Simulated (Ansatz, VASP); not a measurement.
**BAs in two plane-wave programs**

One calculation is typed for both programs; each brings its own data sets and cutoff. How far apart do they land? The cell is a member of a volume series, scaled by 1.015 from a relaxed one, so a pressure remains. Other levels of theory on this material are compared in a session of their own.

Calculated with Ansatz 0.2.0; plane waves, with VASP 6.6.1 beside it; single point at PBEsol, single point at r2SCAN and single point at r2SCAN with rVV10.

## 1. Starting point

It takes space group F-43m (No. 216, cubic). Conventional cell: a = 4.802 Å, b = 4.802 Å, c = 4.802 Å, α = 90.00°, β = 90.00°, γ = 90.00°. As has 4 B at 2.08 Å nearest. Nearest to B lie 4 As at 2.08 Å. Farther neighbours are not listed.

## 2. Ansatz: single point, PBEsol, volume scaled by 1.015

Ansatz runs on its default PAW (the set named soft_2) files.

A single point gives forces, pressure and levels at one fixed geometry, so differences don't come from the geometry; what else differs is listed under the comparison.

File input.yaml:

```yaml
crystal:
  lattice:
    - [0.0, 2.40096915, 2.40096915]
    - [2.40096915, 0.0, 2.40096915]
    - [2.40096915, 2.40096915, 0.0]
  atoms:
    - { symbol: As, position: [0.75, 0.75, 0.75] }
    - { symbol: B, position: [0.0, 0.0, 0.0] }
hamiltonian:
  xc: pbesol
  pseudopotentials: { kind: paw }
kpoints:
  mp_grid: { grid: [8, 8, 8] }
scf:
  occupations: { method: gaussian, width: 0.03 }
  n_extra_bands: 4
output:
  forces: true
  stress: true
  eigenvalues: true
  write_density: true
  write_potential: true
  elf: true
  volumetric_format: npy
```

Launch:

```console
$ ansatz run input.yaml --threads 2 --pin off --max-ram 4608MiB --backend cpu --events-out ev --progress --plain --runs-dir out
```

Numbers of over 12 decimals in the logs are rounded to 6 here.

Output:

```text
scf.n_extra_bands = 4 over 9 filled bands (N_el = 18.0): the run solves 13 bands
Engine: ansatz 0.2.0, aarch64-unknown-linux-gnu
Pseudopotentials: kind: paw
Pseudopotential: As, paw, valence charge 15, recommended cutoff 420 eV (normal), As.paw.azcp
Pseudopotential: B, paw, valence charge 3, recommended cutoff 420 eV (normal), B.paw.azcp
Functional definition: PBEsol
  exchange = pbesol_x
  correlation = pbesol_c
Crystal: 2 atoms, lattice volume = 27.682 Å³
Basis set: ecut = 420 eV, 537 PW (Γ), exchange–correlation on 48×48×48 points (8 copies of the dense FFT grid, shifted against one another)
Bands: 13, of which v1, the nominal top of the filled ones, is band 9 counted from 1 (8 counted from 0)
Symmetry: 24 space group operations
Space group: F-43m (ITA 216), of the structure as read, at distance tolerance 3.0e-5 Å
k-points: 29 of 512 (time reversal used)
Non-local potential: As, projectors of the file, l = 0: 2, l = 1: 2, l = 2: 3, l = 3: 1
Non-local potential: B, projectors of the file, l = 0: 2, l = 1: 2, l = 2: 1
PAW form: soft (Blöchl's): semilocal exchange-correlation on the pseudo side does not see the compensation charge
PAW frozen core: As, regenerated for the run's functional, and the local potential with it (the file was generated under x = pbe(κ = 0.804, μ = 0.219515), c = pbe(β = 0.066725))
PAW frozen core: B, regenerated for the run's functional, and the local potential with it (the file was generated under x = pbe(κ = 0.804, μ = 0.219515), c = pbe(β = 0.066725))
PAW one-centre angular grid: As, 590 points (default); XC on 64 Gauss nodes
PAW one-centre angular grid: B, 110 points (default); XC on 64 Gauss nodes
Initial density: superposition of atomic densities (neutral atoms: chi_scale 0, normalization atom), corrected by the library's trained network
Initial wavefunctions: pseudopotential atomic-orbital guess
Functional: x = pbesol(κ = 0.804, μ = 0.123457), c = pbesol(β = 0.046)
SCF iter   1: F=—  HF=-4965.762486 eV  |F-HF|=—  |Δ(HF+E_count)|=         —  Δρ=4.67e-3  dr2=8.44e-3  ethr=1.77e-3  ⟨swp⟩=5.9  Hψ=2074  notcnv=0
preconditioner: auto → none  [insulator: Δε(μ)=1.090 eV  Ē_g=12.257 eV  σ=0.030 eV  W_gap=1.00  n_scr=8 (ndim 8)  ℏωp=20.0 eV  f_vac=0.001  D(μ)=0.00/eV (n_scr^D=0)  ε∞_Penn≈3.7]
SCF iter   2: F=—  HF=-4965.759855 eV  |F-HF|=—  |Δ(HF+E_count)|=   2.63e-3  Δρ=1.01e-3  dr2=3.52e-4  ethr=4.69e-5  ⟨swp⟩=2.1  Hψ=758  notcnv=0
SCF iter   3: F=—  HF=-4965.759760 eV  |F-HF|=—  |Δ(HF+E_count)|=   9.55e-5  Δρ=3.81e-4  dr2=3.24e-5  ethr=1.95e-6  ⟨swp⟩=2.0  Hψ=634  notcnv=0
SCF iter   4: F=—  HF=-4965.759773 eV  |F-HF|=—  |Δ(HF+E_count)|=   1.30e-5  Δρ=1.60e-4  dr2=4.40e-6  ethr=1.80e-7  ⟨swp⟩=2.0  Hψ=495  notcnv=0
iter 5 did not close the SCF: its close was put off for the readings that it lacked (scf_convergence_deferred on its scf_iter line)
SCF iter   5: F=-4965.759776 eV  HF=-4965.759776 eV  |F-HF|=1.30e-7  |Δ(HF+E_count)|=   3.63e-6  Δρ=2.72e-5  dr2=9.72e-8  ethr=2.44e-8  ⟨swp⟩=2.0  Hψ=484  notcnv=0
SCF iter   6: F=-4965.759776 eV  HF=-4965.759776 eV  |F-HF|=4.75e-10  |Δ(HF+E_count)|=   1.39e-7  Δρ=1.46e-6  dr2=2.97e-10  ethr=5.40e-10  ⟨swp⟩=4.9  Hψ=1853  notcnv=0
SCF 1 converged in 6 iterations: F = -4965.759776 eV  dr2 = 2.97e-10
  greatest PAW one-centre occupation: 0.999 electrons in one spin orbital (limit 2), on the As atom at site 0 (counted from 0), in its partial waves of l = 2
SCF converged after 6 iterations
Free energy (F): -4965.759776 eV
Harris-Foulkes:  -4965.759776 eV  (|F-HF|=4.75e-10)
Internal energy: -4965.759776 eV  (E = F + TS)
E sigma→0 (E₀):  -4965.759776 eV
Fermi energy:    11.345390 eV
--- Per-component energies (eV) ---
  E_band       = -215.895037
  E_kinetic    = 151.160384
  E_local      = -1710.062781  (includes V_loc(G=0)·N_el)
  E_nonlocal   = -655.537938
  E_hartree    = 944.917934
  E_xc         = -110.410921
  E_vxc        = -117.135799  (∫ρ·V_xc dr)
  E_paw        = -1869.995213  (= ΣΔE_a)
  E_vpaw       = 225.845026  (= ΣTr[D̂ρ^β])
  E_aug_tail   = 0.000006  (compensation charges beyond the density's cutoff)
  E_ewald      = -1716.812388
  E_core_change = 0.981140  (= ΣΔE_core)
  E_smearing   = -0.000000  (= −TS)
  E_closure    = 0.000000  (closes the sum)
  Σ components = -4965.759776   (vs F -4965.759776, Δ=0.00e0)
--- Forces (eV/Å), atoms counted from 1 ---
  atom   1  As    -0.00000000     0.00000000     0.00000000
  atom   2  B     -0.00000000     0.00000000    -0.00000000
  max |Σ_I F_I| component: 5.56e-16 eV/Å
--- Stress (GPa, compression-positive) ---
       -2.872871      -0.000000       0.000000
       -0.000000      -2.872871       0.000000
       -0.000000       0.000000      -2.872871
  P = ⅓ Tr σ = -2.8729 GPa (-28.729 kbar)
--- Band table (eV; the first three rows and the last of 29) ---
  k-point 0: bands = [... 5 lower, -4.5072, 10.7881, 10.7881, 10.7881, 14.0123, 14.0123, 14.0123, 15.2501]
  k-point 1: bands = [... 5 lower, -4.2543, 8.8258, 10.3545, 10.3545, 14.0789, 14.5838, 14.5838, 16.5723]
  k-point 2: bands = [... 5 lower, -3.5185, 5.8780, 9.6523, 9.6523, 13.7260, 15.3759, 15.3759, 18.5264]
  k-point 28: bands = [... 5 lower, -0.2496, 2.8241, 5.3466, 5.6402, 15.9694, 16.6087, 17.4338, 17.7058]
```

Elapsed: 1 s, on 2 threads of Arm Neoverse V1, shared host; peak memory 0.28 GiB; 1.7 s of CPU time.

The run ends at a pressure of -2.87 GPa.

## 3. VASP: single point, PBEsol, volume scaled by 1.015

The same cell, functional, mesh and smearing now go to VASP, with its own data sets and cutoff.

Lines of VASP's logs that name or quote its potential files are left out, and so is its time.

The input asks for a relaxation, which ended at its first step since no free force or stress exceeded the threshold; so it serves as a single point.

File INCAR:

```
SYSTEM = BAs
PREC = Accurate
ENCUT = 450
EDIFF = 1E-06
NELM = 100
ISMEAR = 0
SIGMA = 0.03
LREAL = .FALSE.
ALGO = Normal
GGA = PS
NBANDS = 10
LORBIT = 11
LWAVE = .FALSE.
LCHARG = .FALSE.
KPAR = 4
IBRION = 2
NSW = 30
ISIF = 4
EDIFFG = -0.01
```

File POSCAR:

```
BAs
1.0
    0.0000000000      2.4009691512      2.4009691512
    2.4009691512      0.0000000000      2.4009691512
    2.4009691512      2.4009691512      0.0000000000
As B
1 1
Direct
    0.7500000000      0.7500000000      0.7500000000
    0.0000000000      0.0000000000      0.0000000000
```

File KPOINTS:

```
Automatic mesh
0
Gamma
8 8 8
0 0 0
```

The projector-augmented-wave data sets are As and B (PBE family, release 64).

Launch:

```console
$ mpirun -np 4 vasp_std
```

Output:

```text
[banner, memory and clock lines left out]
running    4 mpi-ranks, on    1 nodes
 distrk:  each k-point on    1 cores,    4 groups
 distr:  one band on    1 cores,    1 groups

 POSCAR found type information on POSCAR AsB
 POSCAR found :  2 types and       2 ions
|                                                                             |
|               ----> ADVICE to this user running VASP <----                  |
|                                                                             |
|     You enforced a specific xc type in the INCAR file but a different       |
|     [... a line on the potential file left out ...]
|     I HOPE YOU KNOW WHAT YOU ARE DOING!                                     |
|                                                                             |

 LDA part: xc-table for (Slater+PW92), standard interpolation
 POSCAR, INCAR and KPOINTS ok, starting setup
 FFT: planning ... GRIDC
 FFT: planning ... GRID_SOFT
 FFT: planning ... GRID
 WAVECAR not read
 entering main loop
       N       E                     dE             d eps       ncg     rms          rms(c)
DAV:   1     0.108357587304E+02    0.10836E+02   -0.36998E+03   580   0.637E+02
DAV:   2    -0.120569923337E+02   -0.22893E+02   -0.20871E+02   764   0.974E+01
DAV:   3    -0.127753354197E+02   -0.71834E+00   -0.71677E+00   688   0.175E+01
DAV:   4    -0.127775702692E+02   -0.22348E-02   -0.22347E-02   684   0.106E+00
DAV:   5    -0.127775733779E+02   -0.31086E-05   -0.31086E-05   698   0.432E-02    0.472E+00
DAV:   6    -0.122689961889E+02    0.50858E+00   -0.13536E+00   618   0.496E+00    0.234E+00
DAV:   7    -0.122042368116E+02    0.64759E-01   -0.17276E-01   694   0.216E+00    0.911E-01
DAV:   8    -0.121952351627E+02    0.90016E-02   -0.18829E-02   636   0.783E-01    0.911E-02
DAV:   9    -0.121953633863E+02   -0.12822E-03   -0.62869E-04   652   0.161E-01    0.501E-02
DAV:  10    -0.121954237397E+02   -0.60353E-04   -0.97782E-05   636   0.609E-02    0.110E-02
DAV:  11    -0.121954262224E+02   -0.24827E-05   -0.19189E-06   710   0.108E-02    0.960E-03
DAV:  12    -0.121954260550E+02    0.16742E-06   -0.11574E-06   446   0.567E-03
   1 F= -.12195426E+02 E0= -.12195426E+02  d E =-.121954E+02
 curvature:   0.00 expect dE= 0.000E+00 dE for cont linesearch  0.000E+00
 trial: gam= 0.00000 g(F)=  0.794E-47 g(S)=  0.733E-33 ort = 0.000E+00 (trialstep = 0.100E+01)
 search vector abs. value=  0.100E-09
 reached required accuracy - stopping structural energy minimisation
```

Parts of OUTCAR (step 3):

```text
ion  position               nearest neighbor table
   1  0.750  0.750  0.750-   2 2.08   2 2.08   2 2.08   2 2.08
   2  0.000  0.000  0.000-   1 2.08   1 2.08   1 2.08   1 2.08

  LATTYP: Found a face centered cubic cell.
 ALAT       =     4.8019383024

 Subroutine GETGRP returns: Found 24 space group operations
 (whereof 24 operations were pure point group operations)

The static configuration has the point symmetry T_d .

 Found     29 irreducible k-points:

   k-points           NKPTS =     29   k-points in BZ     NKDIM =     29   number of bands    NBANDS=     10

   dimension x,y,z NGX =    24 NGY =   24 NGZ =   24
   dimension x,y,z NGXF=    48 NGYF=   48 NGZF=   48

   ENCUT  =  450.0 eV  33.07 Ry    5.75 a.u.   5.87  5.87  5.87*2*pi/ulx,y,z

   NELECT =       8.0000    total number of electrons

 k-points in reciprocal lattice and weights: Automatic mesh
   0.00000000  0.00000000  0.00000000       0.002
   0.12500000  0.00000000  0.00000000       0.016
   0.25000000  0.00000000  0.00000000       0.016
   0.37500000  0.00000000  0.00000000       0.016
   0.50000000  0.00000000  0.00000000       0.008
   0.12500000  0.12500000  0.00000000       0.012
   0.25000000  0.12500000  0.00000000       0.047
   0.37500000  0.12500000  0.00000000       0.047
   0.50000000  0.12500000  0.00000000       0.047
[...]
-0.37500000  0.50000000  0.12500000       0.023
  -0.25000000  0.50000000  0.25000000       0.012

 average (electrostatic) potential at core
       1 -48.7368       2 -27.1051

 E-fermi :   6.1026

 k-point     1 :       0.0000    0.0000    0.0000
  band No.  band energies     occupation
      1      -9.4223      2.00000
      2       5.8759      2.00000
      3       5.8759      2.00000
      4       5.8759      2.00000
      5       9.0905      0.00000
      6       9.0905      0.00000
      7       9.0905      0.00000
      8      10.3578      0.00000
      9      15.1444      0.00000
    ...

 k-point     2 :       0.1250    0.0000    0.0000
  band No.  band energies     occupation
      1      -9.1694      2.00000
      2       3.9108      2.00000
      3       5.4406      2.00000
      4       5.4406      2.00000
      5       9.1651      0.00000
      6       9.6626      0.00000
      7       9.6626      0.00000
      8      11.6691      0.00000
      9      16.0940      0.00000
    ...

 k-point     3 :       0.2500    0.0000    0.0000
  band No.  band energies     occupation
      1      -8.4334      2.00000
      2       0.9579      2.00000
      3       4.7367      2.00000
      4       4.7367      2.00000
      5       8.8157      0.00000
      6      10.4523      0.00000
      7      10.4523      0.00000
      8      13.6106      0.00000
      9      16.8773      0.00000
    ...

  Total       -0.3514540     -0.3514540     -0.3514540      0.0000000      0.0000000     -0.0000000
  in kB      -20.3418004    -20.3418004    -20.3418004      0.0000000      0.0000000     -0.0000000
  external PRESSURE =     -20.3418004 kB  Pullay stress =       0.0000000 kB

  energy-cutoff  :      450.00
  volume of cell :       27.68
      direct lattice vectors                 reciprocal lattice vectors
     0.000000000  2.400969151  2.400969151    -0.208249240  0.208249240  0.208249240
     2.400969151  0.000000000  2.400969151     0.208249240 -0.208249240  0.208249240
     2.400969151  2.400969151  0.000000000     0.208249240  0.208249240 -0.208249240

 POSITION                                       TOTAL-FORCE (eV/Angst)
 -----------------------------------------------------------------------------------
      3.60145      3.60145      3.60145        -0.000000      0.000000      0.000000
      0.00000      0.00000      0.00000         0.000000     -0.000000      0.000000
 -----------------------------------------------------------------------------------
    total drift:                               -0.000000     -0.000000     -0.000000

  FREE ENERGIE OF THE ION-ELECTRON SYSTEM (eV)
  ---------------------------------------------------
  free  energy   TOTEN  =       -12.1954260550 eV

  energy  without entropy=      -12.1954260550  energy(sigma->0) =      -12.19542605

 reached required accuracy - stopping structural energy minimisation

 total charge
# of ion       s       p       d       tot
------------------------------------------
    1        1.175   1.652   0.085   2.912
    2        0.652   1.153   0.000   1.805
--------------------------------------------------
tot          1.827   2.805   0.085   4.717

[... 3 further parts left out ...]
```

CONTCAR:

```
BAs
   1.00000000000000
     0.0000000000000000    2.4009691512000000    2.4009691512000000
     2.4009691512000000    0.0000000000000000    2.4009691512000000
     2.4009691512000000    2.4009691512000000    0.0000000000000000
  As              B
     1     1
Direct
     0.7500000000000000    0.7500000000000000    0.7500000000000000
     0.0000000000000000    0.0000000000000000    0.0000000000000000
```

## 4. Comparison

Known differences besides the potentials themselves: the data sets hold 18 valence electrons in Ansatz (default PAW (the set named soft_2) files) and 8 in VASP; the cutoff is 420 eV in Ansatz and 450 eV in VASP; Ansatz makes its cores anew for this functional, VASP keeps those of its PBE data sets; VASP leaves aspherical gradient terms in its spheres out (LASPH is not set), Ansatz keeps them. Total energies have different zeros and are not compared.

Both answers:

| quantity | Ansatz | VASP | difference |
| --- | --- | --- | --- |
| pressure (GPa) | -2.87 | -2.03 | -0.84 |
| pressure without Ansatz's Pulay correction (GPa) | -2.96 | -2.03 | -0.93 |
| gap on the k mesh (eV) | 1.115 | 1.103 | +0.012 |

A gap on the mesh is an upper bound, since the band edges may lie between its points. Ansatz's pressure holds a Pulay correction of 0.09 GPa; VASP's holds none.

## 5. VASP: single point, r2SCAN, volume scaled by 1.015

A single point gives forces, pressure and levels at one fixed geometry, so differences don't come from the geometry; what else differs is listed under the comparison. The cell compared in this pair holds 27.83 Å³, against 27.68 Å³ for the pair before.

The input asks for a relaxation, which ended at its first step since no free force or stress exceeded the threshold; so it serves as a single point.

Changes to INCAR since step 3:

```diff
@@ -9,3 +9,4 @@
 ALGO = Normal
-GGA = PS
+METAGGA = R2SCAN
+LASPH = .TRUE.
 NBANDS = 10
```

File POSCAR:

```
BAs
1.0
    0.0000000000      2.4052186608      2.4052186608
    2.4052186608      0.0000000000      2.4052186608
    2.4052186608      2.4052186608      0.0000000000
As B
1 1
Direct
    0.7500000000      0.7500000000      0.7500000000
    0.0000000000      0.0000000000      0.0000000000
```

KPOINTS is that of step 3.

Launch:

```console
$ mpirun -np 4 vasp_std
```

Output:

```text
[banner, memory and clock lines left out]
running    4 mpi-ranks, on    1 nodes
[...]
[... a notice as in an earlier step ...]

 LDA part: xc-table for (None), standard interpolation
 POSCAR, INCAR and KPOINTS ok, starting setup
[...]
entering main loop
       N       E                     dE             d eps       ncg     rms          rms(c)
DAV:   1    -0.668210096797E+00   -0.66821E+00   -0.36449E+03   588   0.652E+02
DAV:   2    -0.233068163018E+02   -0.22639E+02   -0.21502E+02   840   0.102E+02
DAV:   3    -0.238235285005E+02   -0.51671E+00   -0.51550E+00   684   0.160E+01
DAV:   4    -0.238248465585E+02   -0.13181E-02   -0.13180E-02   698   0.926E-01
[...]
DAV:  10    -0.222500903671E+02   -0.56676E-04   -0.34323E-05   654   0.560E-02    0.158E-02
DAV:  11    -0.222500918673E+02   -0.15002E-05   -0.58685E-06   676   0.222E-02    0.650E-03
DAV:  12    -0.222500924761E+02   -0.60881E-06   -0.14934E-07   396   0.298E-03
   1 F= -.22250092E+02 E0= -.22250092E+02  d E =-.222501E+02
[...]
reached required accuracy - stopping structural energy minimisation
```

Parts of OUTCAR (step 5):

```text
  Total       -0.3554804     -0.3554804     -0.3554804      0.0000000      0.0000000      0.0000000
  in kB      -20.4659800    -20.4659800    -20.4659800      0.0000000      0.0000000      0.0000000
  external PRESSURE =     -20.4659800 kB  Pullay stress =       0.0000000 kB

 POSITION                                       TOTAL-FORCE (eV/Angst)
 -----------------------------------------------------------------------------------
      3.60783      3.60783      3.60783         0.000000      0.000000      0.000000
      0.00000      0.00000      0.00000        -0.000000     -0.000000     -0.000000
 -----------------------------------------------------------------------------------
    total drift:                               -0.000000     -0.000000     -0.000001

  FREE ENERGIE OF THE ION-ELECTRON SYSTEM (eV)
  ---------------------------------------------------
  free  energy   TOTEN  =       -22.2500924761 eV

  energy  without entropy=      -22.2500924761  energy(sigma->0) =      -22.25009248

[... 2 parts as in an earlier step ...]

[... 2 further parts left out ...]
[key lines of the parts left out:]
E-fermi :   5.9216
```

## 6. Ansatz: single point, r2SCAN, volume scaled by 1.015

The same cell, functional, mesh and smearing now go to Ansatz, which takes its cutoff from its data sets.

The cell is a member of a volume series, scaled by 1.015 from a relaxed one, so a pressure remains.

input.yaml, the sections that differ from step 2:

```yaml
crystal:
  lattice:
    - [0.0, 2.40521866, 2.40521866]
    - [2.40521866, 0.0, 2.40521866]
    - [2.40521866, 2.40521866, 0.0]
  atoms:
    - { symbol: As, position: [0.75, 0.75, 0.75] }
    - { symbol: B, position: [0.0, 0.0, 0.0] }
hamiltonian:
  xc: r2scan
  pseudopotentials: { kind: paw }
# kpoints, scf, output: as in step 2
```

Launch:

```console
$ ansatz run input.yaml --threads 2 --pin off --max-ram 4608MiB --backend cpu --events-out ev --progress --plain --runs-dir out
```

Output:

```text
[...]
Crystal: 2 atoms, lattice volume = 27.829 Å³
Basis set: ecut = 500 eV, 725 PW (Γ), exchange–correlation on 100×100×100 points (64 copies of the dense FFT grid, shifted against one another)
Bands: 13, of which v1, the nominal top of the filled ones, is band 9 counted from 1 (8 counted from 0)
Symmetry: 24 space group operations
[...]
--- Band table (eV; the first three rows and the last of 29) ---
  k-point 0: bands = [... 5 lower, -5.2627, 10.7045, 10.7045, 10.7045, 14.1226, 14.1226, 14.1226, 15.5470]
  k-point 1: bands = [... 5 lower, -4.9984, 8.6538, 10.2475, 10.2475, 14.2836, 14.7272, 14.7272, 16.9154]
  k-point 2: bands = [... 5 lower, -4.2296, 5.5778, 9.5057, 9.5057, 13.9426, 15.5761, 15.5761, 19.0797]
  k-point 28: bands = [... 5 lower, -0.7561, 2.1998, 5.0987, 5.3949, 16.4001, 17.0507, 17.8524, 17.9823]
[key lines of the parts left out:]
SCF converged after 6 iterations
Free energy (F): -5021.336302 eV
Fermi energy:    11.405193 eV
P = ⅓ Tr σ = -2.2661 GPa (-22.661 kbar)
```

Elapsed: 2.2 s, on 2 threads; peak memory 0.35 GiB; 4.1 s of CPU time.

The run ends at a pressure of -2.27 GPa.

[end of part 1 of 2]

[Lines on the potential files, build, host, timing and source positions are cut from VASP's logs without a mark.]

[Logs are printed without paths, hosts, clocks, repeated set-up lines and the standing remarks that a program may print on its own settings, such as how far it seeks lower states.]

[Hosts, paths, dates, database ids (printed as entryN), source tags and the programs' standing remarks are cut or masked in the printed files.]
